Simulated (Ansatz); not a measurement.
# PBE against r2SCAN: GeO2, isotropic strain −1.45 %

Start from GeO2 (space group P3_121, No. 152; a = 5.093 Å, c = 5.768 Å).

(Cell as relaxed with PBE.)

Levels (all Ansatz, a quantum-chemistry and plane-wave program, PAW): PBE (420 eV, spin-orbit coupling left out); r2SCAN (500 eV, no spin-orbit coupling).

Each level relaxes its own structure.

| base | PBE | r2SCAN |
|---|---|---|
| volume per atom | 14.40 Å³ | 13.59 Å³ |
| lattice parameter a | 5.093 Å | 4.989 Å |
| band gap | 3.22 eV | 4.22 eV |

The change: the cell is scaled by 0.9855 in all directions, atoms relaxed at fixed cell.

| quantity | PBE | r2SCAN |
|---|---|---|
| pressure (mean of the normal stresses, compression positive) | 18.3 kbar | … |
| largest internal atomic displacement | 0.058 Å | … |
| energy relative to the base (free energy F) | +3.4 meV/atom | … |

### Question
What does r2SCAN give?

### Answer

- pressure (mean of the normal stresses, compression positive), r2SCAN: 20.4 kbar
- largest internal atomic displacement, r2SCAN: 0.057 Å
- energy relative to the base (free energy F), r2SCAN: +3.5 meV/atom

PBE's pressure lies 2.1 kbar below r2SCAN's. Neither level is exact; r2SCAN is the comparison here, not a measurement.

Stability against distortions was not tested.
